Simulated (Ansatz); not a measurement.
Ca: pressure against volume scale

All results are calculated (Ansatz 0.2.0). Periodic Kohn-Sham DFT of a crystal at fixed atoms, scaled to volume_scale times the given cell; pressure positive in compression, energy less spherical unpolarised free atoms, largest_vzz the field gradient of largest size among the nuclei.

The cell before it is scaled or strained (space group Fm-3m, No. 225):
```
Ca
1.0
      0.0000     2.7942     2.7942
      2.7942     0.0000     2.7942
      2.7942     2.7942     0.0000
Ca
1
Direct
  0.00000 0.00000 0.00000
```

Settings of every row: method frozen-core PAW; functional PBE; relativity scalar; k mesh 11x11x11; filling fermi-dirac; smearing width 0.05 eV; wave cutoff 420 eV; paw set soft_2.

Atom start moment: 0 on all atoms.

```
row  volume scale  V (Å³/atom)  pressure (GPa)
  1        0.9405       41.036           0.499
  2          0.97       42.323               ?
  3             1       43.632          -0.557
  4          1.03       44.941          -0.991
  5          1.06        46.25          -1.369
```

Question: what pressure should row 2 give?

Worked fit of pressure. Take u = (V_r/V)^(2/3) − 1 with V_r = 44.287 Å³ an atom, which is twice the finite (Eulerian) strain; such expansions in the strain, on which the Birch-Murnaghan equation of state is built, carry the rest volume and the bulk modulus. The shown rows have u = 0.05214, 0.00998, -0.00973, -0.0285. Least squares give pressure = −0.7815 + 22.008 × u + 48.92 × u² GPa; a straight line predicts inner rows, each left out in turn, worse (root mean square 0.048 against 2.3e-05 GPa). All shown rows lie on it to the printed digit. The pressure vanishes at u = 0.0331, or V = 42.18 Å³ an atom, and there the bulk modulus at fixed shape and fractions is B = −V dP/dV = (2/3)(1 + u) dP/du = 17.4 GPa. The withheld row has u = 0.0307, so the fit gives −0.7815 + 22.008 × (0.0307) + 48.92 × (0.0307)² = -0.060 GPa.

The calculation gave -0.059 GPa. The fit lies 0.001 GPa (1.7 % of the value, 0.054 % of the column's range) below it, one unit of the last digit.
